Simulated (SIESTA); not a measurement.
The system is BaTiO3.

```
Ba Ti O
1.0
     2.82737    1.63238    2.31839
    -2.82737    1.63238    2.31839
     0.00000   -3.26476    2.31839
Ba Ti O
1 1 3
Direct
  0.00000 0.00000 0.00000
  0.48450 0.48450 0.48450
  0.50860 0.01750 0.50860
  0.01750 0.50860 0.50860
  0.50860 0.50860 0.01750
```

Program: SIESTA 5.4.2. Alike in all runs: task band structure; no spin polarisation; cell as given; k mesh 7 × 7 × 7; smearing fermi-dirac 0.05 eV; grid cutoff 800 Ry; energy shift 0.003 Ry.

Order these runs on this cell by their pressure, lowest first.
A. level BLYP; potentials or basis PseudoDojo 0.4 standard (PBE files), DZP (energy shift 0.003 Ry; two zetas on semicore shells; d shell added on Ba)
B. level LDA; potentials or basis PseudoDojo 0.4 standard (LDA files), DZP (energy shift 0.003 Ry; two zetas on semicore shells; d shell added on Ba)
C. level PBEsol; potentials or basis PseudoDojo 0.4 standard (PBEsol files), DZP (energy shift 0.003 Ry; two zetas on semicore shells; d shell added on Ba)

B (-3.7 GPa), C (1.0 GPa), A (13.4 GPa).

Caveats: this set's barium file shifts pressures by up to 1 GPa against other sets; the basis of atomic orbitals isn't converged, which shifts pressures, moduli and gaps; the potentials were made for another functional, which shifts forces and pressure (some runs).

Not every run made on this cell is shown here.
